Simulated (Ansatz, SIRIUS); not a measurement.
Given: the input of a run of SIRIUS 7.12.0 on Ni. This isn't the form of Ni at room conditions, which is fcc.

The input sirius.json:

```json
{
  "control": {
    "processing_unit": "cpu",
    "verbosity": 2,
    "num_bands_to_print": 16,
    "print_forces": true,
    "print_stress": true
  },
  "parameters": {
    "electronic_structure_method": "pseudopotential",
    "xc_functionals": ["XC_GGA_X_PBE_SOL", "XC_GGA_C_PBE_SOL"],
    "gk_cutoff": 9.9,
    "pw_cutoff": 19.8,
    "ngridk": [13, 13, 13],
    "shiftk": [0, 0, 0],
    "smearing": "fermi_dirac",
    "smearing_width": 0.0018374661,
    "num_bands": 16,
    "num_mag_dims": 1,
    "num_dft_iter": 100,
    "energy_tol": 1e-08,
    "density_tol": 1e-06
  },
  "iterative_solver": {
    "type": "davidson",
    "min_tolerance": 1e-10
  },
  "mixer": {
    "type": "anderson",
    "beta": 0.5,
    "max_history": 8
  },
  "settings": {
    "tol_ne": 1e-10,
    "pseudo_grid_cutoff": 6.5,
    "smooth_initial_mag": true
  },
  "unit_cell": {
    "lattice_vectors": [
      [-2.614843272708, 2.614843272708, 2.614843272708],
      [2.614843272708, -2.614843272708, 2.614843272708],
      [2.614843272708, 2.614843272708, -2.614843272708]
    ],
    "atom_coordinate_units": "lattice",
    "atom_types": ["Ni"],
    "atom_files": {
      "Ni": "Ni.json"
    },
    "atoms": {
      "Ni": [
        [0.0, 0.0, 0.0, 0.0, 0.0, 1.0]
      ]
    }
  }
}
```

Potentials or basis: PseudoDojo 0.4.1 PBEsol standard (scalar relativistic).

Run with:

```console
$ upf_to_json Ni.upf
$ OMP_NUM_THREADS=1 sirius.scf --input=sirius.json --output=out.json --task=0
```

Task: What does the same run look like in Ansatz 0.2.0? Potentials or basis there: Ansatz PAW, cutoff 420 eV.

Result: As run (cutoffs and basis follow the program's own potentials, and thresholds, step limits or extra output files can differ):

Contents of input.yaml:

```yaml
crystal:
  lattice:
    - [-1.38371547, 1.38371547, 1.38371547]
    - [1.38371547, -1.38371547, 1.38371547]
    - [1.38371547, 1.38371547, -1.38371547]
  atoms:
    - { symbol: Ni, position: [0.0, 0.0, 0.0], spin: 1.0 }
hamiltonian:
  xc: pbesol
  pseudopotentials: { kind: paw }
magnetization:
  spin_polarized: true
kpoints:
  mp_grid: { grid: [13, 13, 13] }
scf:
  occupations: { method: fermi_dirac, width: 0.05 }
output:
  forces: true
  stress: true
  eigenvalues: true
```

Potentials or basis: Ansatz PAW.

Run with:

```console
$ ansatz run input.yaml --threads 1 --pin off --max-ram 3584MiB --backend cpu --events-out ev --progress --plain --runs-dir out
```

Both were run:

|  | SIRIUS | Ansatz |
| --- | --- | --- |
| Pressure | -2.4 GPa | -2.4 GPa |
| Net moment | 0.60 μB per cell | 0.59 μB per cell |
| Absolute moment | 0.66 μB per cell | 0.65 μB per cell |

Ansatz's pressure holds a Pulay term of +0.06 GPa for its cutoff of 420 eV, which the other run lacks.

Ansatz's potentials were made for PBE.

Where Ansatz's input types no cutoff or centring, it takes its own default and a Γ-centred mesh.

The magnetic state is the one that the start led to; the real crystal's order can differ.

Pressure is positive in compression.
